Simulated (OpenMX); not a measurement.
BAs under changes of volume

One of the cells (13.626 Å³/atom); the others are scaled copies at fixed shape and fractional positions:

```
CELL_PARAMETERS angstrom
0.00000 2.38850 2.38850
2.38850 0.00000 2.38850
2.38850 2.38850 0.00000
ATOMIC_POSITIONS crystal
As 0.75000 0.75000 0.75000
B 0.00000 0.00000 0.00000
```

```yaml
Program: OpenMX 3.8.5
Functional: LDA
Potentials_or_basis: OpenMX 2013 LDA set, As7.0-s3p2d2, B7.0-s2p2d1, fixed grid of 36 × 36 × 36 points
k_mesh: 11 × 11 × 11
Occupations: fermi-dirac, width 0.05 eV
Spin: no spin polarisation
```

```csv
volume (Å³/atom),energy over the lowest point (meV/atom),gap on the mesh (eV)
12.809,?,?
13.081,1.61,1.19
13.354,0.00,1.20
13.626,3.81,1.22
13.899,12.17,1.23
14.171,24.28,1.25
14.444,40.33,1.27
```

**Question.** What does the run at 12.809 Å³/atom give?

**Answer.** Energy over the lowest point 8.42 meV/atom; gap on the mesh 1.17 eV.

Worked out: A Birch-Murnaghan fit of order 3 (a polynomial in V^(-2/3)) to the other rows has its minimum at 13.29 Å³/atom with B0 = V·E''(V) = 154 GPa and B' = 5.2. It gives 9.01 meV/atom at 12.809 Å³/atom, against the run's 8.42. A straight line through the other rows of the gap, of slope 0.806 eV per unit of ln V, extrapolates to 1.17 eV, against the run's 1.17.

Energies are extrapolated to zero smearing.

Caveats: the basis has few d functions beyond the semicore shells, which can make volumes several per cent too large; an odd mesh through Γ misses points on the zone boundary, where band edges often lie; the basis of atomic orbitals isn't converged, which shifts pressures, moduli and gaps. Spin-orbit coupling on As is left out.
